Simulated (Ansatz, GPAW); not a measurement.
KCl: GLLB-SC, run from Python

These are simulated results from GPAW 26.7.0, not measurements. The cell was built from a prototype and was relaxed with r2SCAN in plane waves (Ansatz 0.2.0). Not every such cell is a known phase. All runs are without spin polarisation.

Space group F-43m (No. 216), cubic; conventional cell a = 7.015 Å, 43.14 Å³ an atom. K has 4 Cl at 3.04 Å; Cl has 4 K at 3.04 Å.

GLLB-SC is a model potential. Its fundamental gap is the Kohn-Sham gap plus a derivative discontinuity, which the script evaluates at the band edges among the listed k points. Its total energy isn't variational and serves nothing here.

The script, run.py:

```python
import json
from ase import Atoms
from gpaw import GPAW, PW, FermiDirac

atoms = Atoms(['K', 'Cl'],
              cell=[[0.0, 3.507283, 3.507283], [3.507283, 0.0, 3.507283], [3.507283, 3.507283, 0.0]],
              scaled_positions=[[0.0, -0.0, 0.0], [0.25, 0.25, 0.25]],
              pbc=True)
calc = GPAW(mode=PW(400), xc='GLLBSC', kpts={'size': (4, 4, 4), 'gamma': True},
            occupations=FermiDirac(0.02), maxiter=100, legacy_gpaw=True, txt='gpaw.txt')
atoms.calc = calc
res = {'energy': atoms.get_potential_energy(force_consistent=True)}
res['electrons'] = calc.get_number_of_electrons()
res['k'] = calc.get_ibz_k_points().tolist()
res['levels'] = [calc.get_eigenvalues(kpt=i).tolist() for i in range(len(res['k']))]
points = [[0.0, 0.0, 0.0], [-0.5, -0.5, 0.0], [-0.375, -0.375, 0.25], [-0.375, 0.0, 0.375], [0.0, 0.0, 0.5], [-0.5, -0.25, 0.25], [0.0, 0.416667, -0.416667]]
bands = calc.fixed_density(kpts=points, symmetry='off', nbands=round(res['electrons']) // 2 + 6, convergence={'bands': -2}, txt='bands.txt')
res['points'] = [bands.get_eigenvalues(kpt=i).tolist() for i in range(len(points))]
homo, lumo = bands.get_homo_lumo()
potential = calc.hamiltonian.xc.response.calculate_discontinuity_potential(homo, lumo)
res['discontinuity'] = bands.hamiltonian.xc.response.calculate_discontinuity(potential)
json.dump(res, open('results.json', 'w'))
print('free energy (eV):', round(res['energy'], 5))
```

Command: `python run.py`. It took 14 s on 1 thread of Arm Neoverse V1, with other jobs on the host, peak memory 0.16 GiB.

The log gpaw.txt, trimmed of paths, versions and times, then the last line on the terminal. An iter line gives the energy in eV and the logarithms of the changes of orbitals (plane waves alone) and density (c: converged):

```
___ ___ ___ _ _ _
 |   |   |_  | | | |

 | | | | | . | | | |

 |__ |  _|___|_____|  26.7.0
 |___|_|

Input parameters:
  kpts: {gamma: True,
         size: (4, 4, 4)}
  maxiter: 100
  mode: {ecut: 400.0,
         name: pw}
  occupations: {fixmagmom: False,
                name: fermi-dirac,
                width: 0.02}
  xc: GLLBSC

System changes: positions, numbers, cell, pbc, initial_charges, initial_magmoms

Initialize ...

species:
  K:
    name:    Potassium
    Z:       19.0
    valence: 9
    core:    10
    charge:  0.0  # [|e|]
    compensation charges:
      type: gauss
      rc: 0.35  # [Å]
      lmax: 2
    cutoffs:
      filter: 1.91  # [Å]
      core: 1.27  # [Å]
    projectors
    | kind |    occ | energy [eV] | rcut [Å] |

    |------|--------|-------------|----------|

    |   3s |  2.000 |     -35.517 |    1.122 |

    |   4s |  1.000 |      -3.176 |    1.122 |

    |   3p |  6.000 |     -18.819 |    1.106 |

    |    p |        |       8.392 |    1.106 |

    |    d |        |       0.000 |    0.937 |

    Using partial waves for K as LCAO basis

  Cl:
    name:    Chlorine
    Z:       17.0
    valence: 7
    core:    10
    charge:  0.0  # [|e|]
    compensation charges:
      type: gauss
      rc: 0.25  # [Å]
      lmax: 2
    cutoffs:
      filter: 1.40  # [Å]
      core: 1.49  # [Å]
    projectors
    | kind |    occ | energy [eV] | rcut [Å] |

    |------|--------|-------------|----------|

    |   3s |  2.000 |     -24.525 |    0.794 |

    |   3p |  5.000 |     -12.463 |    0.794 |

    |    s |        |       2.686 |    0.794 |

    |    p |        |      14.748 |    0.794 |

    |    d |        |       0.000 |    0.794 |

    Using partial waves for Cl as LCAO basis

Reference energy: -28895.472759  # eV

Spin-paired calculation

Convergence criteria:
 Maximum [total energy] change in last 3 cyles: 0.0005 eV / valence electron
 Maximum integral of absolute [dens]ity change: 0.0001 electrons / valence electron
 Maximum integral of absolute [eigenst]ate change: 4e-08 eV^2 / valence electron
 Maximum number of scf [iter]ations: 100
 (Square brackets indicate name in SCF output, whereas a 'c' in
 the SCF output indicates the quantity has converged.)

Symmetries present (total): 24

  ( 1  0  0)  ( 1  0  0)  ( 1  0 -1)  ( 1  0 -1)  ( 1 -1  0)  ( 1 -1  0)
  ( 0  1  0)  ( 0  0  1)  ( 0  1 -1)  ( 0  0 -1)  ( 0 -1  1)  ( 0 -1  0)
  ( 0  0  1)  ( 0  1  0)  ( 0  0 -1)  ( 0  1 -1)  ( 0 -1  0)  ( 0 -1  1)

  ( 0  1  0)  ( 0  1  0)  ( 0  1 -1)  ( 0  1 -1)  ( 0  0  1)  ( 0  0  1)
  ( 1  0  0)  ( 0  0  1)  ( 1  0 -1)  ( 0  0 -1)  ( 1  0  0)  ( 0  1  0)
  ( 0  0  1)  ( 1  0  0)  ( 0  0 -1)  ( 1  0 -1)  ( 0  1  0)  ( 1  0  0)

  ( 0  0 -1)  ( 0  0 -1)  ( 0 -1  1)  ( 0 -1  1)  ( 0 -1  0)  ( 0 -1  0)
  ( 1  0 -1)  ( 0  1 -1)  ( 1 -1  0)  ( 0 -1  0)  ( 1 -1  0)  ( 0 -1  1)
  ( 0  1 -1)  ( 1  0 -1)  ( 0 -1  0)  ( 1 -1  0)  ( 0 -1  1)  ( 1 -1  0)

  (-1  1  0)  (-1  1  0)  (-1  0  1)  (-1  0  1)  (-1  0  0)  (-1  0  0)
  (-1  0  1)  (-1  0  0)  (-1  1  0)  (-1  0  0)  (-1  1  0)  (-1  0  1)
  (-1  0  0)  (-1  0  1)  (-1  0  0)  (-1  1  0)  (-1  0  1)  (-1  1  0)

64 k-points: 4 x 4 x 4 Monkhorst-Pack grid + [1/8,1/8,1/8]
8 k-points in the irreducible part of the Brillouin zone
       k-points in crystal coordinates                weights
   0:     0.00000000    0.00000000    0.00000000          1/64
   1:     0.25000000    0.25000000    0.00000000          6/64
   2:     0.25000000    0.25000000    0.25000000          8/64
   3:     0.50000000    0.25000000   -0.25000000          6/64
   4:     0.50000000    0.25000000    0.25000000         12/64
   5:     0.50000000    0.50000000    0.00000000          3/64
   6:     0.50000000    0.50000000    0.25000000         24/64
   7:     0.50000000    0.50000000    0.50000000          4/64

Wave functions: Plane wave expansion
  Cutoff energy: 400.000 eV
  Number of coefficients (min, max): 1471, 1588
  Pulay-stress correction: 0.000000 eV/Ang^3 (de/decut=0.000000)
  Using FFTW library
  ScaLapack parameters: grid=1x1, blocksize=None
  Wavefunction extrapolation:
    Improved wavefunction reuse through dual PAW basis

Occupation numbers: Fermi-Dirac:
  width: 0.0200  # eV

Eigensolver
   Davidson(niter=2)

Densities:
  Coarse grid: 24*24*24 grid
  Fine grid: 48*48*48 grid
  Total Charge: 0.000000

Density mixing:
  Method: separate
  Backend: msr1
  Linear mixing parameter: 0.05
  old densities: 10
  Width of damping distribution: 1.1
  Damping of long wavelength oscillations: 20

Hamiltonian:
  XC and Coulomb potentials evaluated on a 48*48*48 grid
  Using the GLLBSC Exchange-Correlation functional
  External potential:
    NoExternalPotential

XC parameters: GLLBSC functional being used consists of
  -----------------------------------------------------------------------
  | Weight | Module     | Description                                   |

  -----------------------------------------------------------------------
  |  1.000 | SCREENING  | GGA_X_PBE_SOL with 2 nearest neighbor stencil |

  |  1.000 | RESPONSE   | eps=0.0500 eV                                 |

  |  1.000 | XC         | GGA_C_PBE_SOL with 2 nearest neighbor stencil |

  -----------------------------------------------------------------------

Memory estimate:
  Process memory now: 111.94 MiB
  Calculator: 13.44 MiB
    Density: 6.94 MiB
      Arrays: 2.74 MiB
      Localized functions: 2.09 MiB
      Mixer: 2.11 MiB
    Hamiltonian: 1.84 MiB
      Arrays: 1.79 MiB
      XC: 0.00 MiB
      Poisson: 0.00 MiB
      vbar: 0.05 MiB
    Wavefunctions: 4.65 MiB
      Arrays psit_nG: 1.74 MiB
      Eigensolver: 0.35 MiB
      Projections: 0.03 MiB
      Projectors: 1.81 MiB
      PW-descriptor: 0.72 MiB

Total number of cores used: 1

Number of atoms: 2
Number of atomic orbitals: 9
Number of bands in calculation: 9
Number of valence electrons: 16
Bands to converge: occupied

... initialized

Initializing position-dependent things.

Density initialized from atomic densities
Creating initial wave functions:
  9 bands from LCAO basis set
Positions:
   0 K      0.000000    0.000000    0.000000    ( 0.0000,  0.0000,  0.0000)
   1 Cl     1.753642    1.753642    1.753642    ( 0.0000,  0.0000,  0.0000)

Unit cell:
           periodic     x           y           z      points  spacing
  1. axis:    yes    0.000000    3.507283    3.507283    24     0.1687
  2. axis:    yes    3.507283    0.000000    3.507283    24     0.1687
  3. axis:    yes    3.507283    3.507283    0.000000    24     0.1687

  Lengths:   4.960047   4.960047   4.960047
  Angles:   60.000000  60.000000  60.000000

Effective grid spacing dv^(1/3) = 0.1841

iter:   1    -8.937403
iter:   2    -8.380635   -1.27  -1.21
iter:   3    -7.443970   -1.26  -1.25
iter:   4    -7.216431   -1.95  -1.41
iter:   5    -7.063204   -1.94  -1.45
iter:   6    -6.928487   -2.58  -1.87
iter:   7    -6.917032   -3.29  -2.35
iter:   8    -6.903300   -3.89  -2.23
iter:   9    -6.905170   -5.03  -2.99
iter:  10    -6.907132c  -5.52  -3.13
iter:  11    -6.905607c  -6.31  -3.54
iter:  12    -6.905531c  -6.78  -3.99
iter:  13    -6.905637c  -8.05c -4.56c

Converged after 13 iterations.

Energy contributions relative to reference atoms: (reference = -28895.472759)

Kinetic:         +5.097815
Potential:       -3.280280
External:        +0.000000
XC:              -7.955097
Entropy (-ST):   -0.000000
Local:           -0.768074
SIC:             +0.000000
--------------------------
Free energy:     -6.905637
Extrapolated:    -6.905637

GLLBSC response reference energy: -5.38755 eV (from HOMO)

Showing only first 2 kpts
 Kpt  Band  Eigenvalues  Occupancy
  0     6     -5.43029    2.00000
  0     7     -5.43028    2.00000
  0     8      1.38832    0.00000

  1     6     -5.40973    2.00000
  1     7     -5.40973    2.00000
  1     8      2.47122    0.00000

Fermi level: -3.14656

Gap: 6.776 eV
Transition (v -> c):
  (s=0, k=5, n=7, [0.50, 0.50, 0.00]) -> (s=0, k=0, n=8, [0.00, 0.00, 0.00])
Direct/indirect transitions are different
Direct gap: 6.819 eV
Transition at: (s=0, k=0, n=7, [0.00, 0.00, 0.00])

free energy (eV): -6.90564
```

The gap in the log is over the mesh alone; results.json adds the listed points. GLLB-SC gives a gap of 10.56 eV (6.776 eV Kohn-Sham over the listed points plus 3.786 eV discontinuity). On the same cell, plane-wave PBE (Ansatz, 6×6×6 k points and the special points) gives a gap of 4.78 eV and r2SCAN a gap of 5.35 eV; on shared hosts these took about 2.5 and 6.6 core-seconds on the 2-atom cell, against 14 for the script. Semilocal gaps usually lie below measured ones.
